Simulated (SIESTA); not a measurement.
CdSe under changes of volume

One of the cells (28.942 Å³/atom); the others are scaled copies at fixed shape and fractional positions:

```xyz
2
Lattice="0.0000 3.0703 3.0703 3.0703 0.0000 3.0703 3.0703 3.0703 0.0000" Properties=species:S:1:pos:R:3 pbc="T T T"
Cd    0.0000    0.0000    0.0000
Se    1.5351    1.5351    1.5351
```

Measurements of this composition are mostly on another form, of space group No. 186.

- Program: SIESTA 5.4.2
- Functional: PBE
- Potentials or basis: PseudoDojo 0.4 standard (PBE files)
- Basis: TZDP (energy shift 0.003 Ry; two zetas on semicore shells)
- Grid cutoff: 800 Ry
- Energy shift: 0.003 Ry
- k mesh: 8 × 8 × 8
- Occupations: fermi-dirac, width 0.05 eV
- Spin: no spin polarisation

```tsv
volume (Å³/atom)	energy over the lowest point (meV/atom)	pressure (GPa)	gap on the mesh (eV)
27.206	44.14	5.7	0.88
27.784	26.34	4.3	0.82
28.363	13.42	2.9	0.76
28.942	?	?	?
29.521	0.95	0.7	0.65
30.100	0.00	-0.2	0.60
30.679	2.25	-1.0	0.55
```

**Question.** What does the run at 28.942 Å³/atom give?

**Answer.** Energy over the lowest point 5.42 meV/atom; pressure 1.8 GPa; gap on the mesh 0.71 eV.

Worked out: A Birch-Murnaghan fit of order 3 (a polynomial in V^(-2/3)) to the other rows has its minimum at 29.96 Å³/atom with B0 = V·E''(V) = 45 GPa and B' = 5.8. It gives 5.21 meV/atom at 28.942 Å³/atom, against the run's 5.42, and -dE/dV = 1.7 GPa, against 1.8. A straight line through the other rows of the gap, of slope -2.75 eV per unit of ln V (its deformation potential), gives 0.71 eV, against the run's 0.71.

Energies are extrapolated to zero smearing.

Caveats: the basis of atomic orbitals isn't converged, which shifts pressures, moduli and gaps.

A mesh can miss the band edges. Spin-orbit coupling on Cd, Se is left out.
